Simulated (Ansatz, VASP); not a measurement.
Ir: VASP beside Ansatz

```
Ir
1.0
     0.00000    1.92211    1.92211
     1.92211    0.00000    1.92211
     1.92211    1.92211    0.00000
Ir
1
Direct
  0.00000 0.00000 0.00000
```

Alike in both runs: functional r2SCAN; k mesh 18 × 18 × 18; occupations gaussian, width 0.1 eV; no spin polarisation.

Ansatz relaxed the structure, and its values are those at the end. VASP's run is a single point on that final structure, the one shown.

|  | VASP | Ansatz |
| --- | --- | --- |
| version | VASP 6.6.1 | Ansatz 0.2.0 |
| potentials or method | VASP PAW PBE potentials, release 64 (Ir) | scalar-relativistic, plane waves, PAW |
| plane-wave cutoff (eV) | 520 | 500 |
| valence electrons in the cell | 9 | 17 |

|  | VASP | Ansatz | Ansatz less VASP |
| --- | --- | --- | --- |
| gap on the k mesh at the Fermi level (eV) | none | none | - |
| pressure (GPa) | 2.5 | 0.0 | -2.49 |

A gap of «none» marks a metal or a gap that the smearing closes. The functional is the same, so the differences come from potentials, cutoffs and numerics. The two sets of potentials don't hold the same shells in valence.

Caveats: the PAW data sets were made with another functional, which shifts forces and pressure a little (VASP). The runs have no spin-orbit coupling, so splittings on Ir are missing.
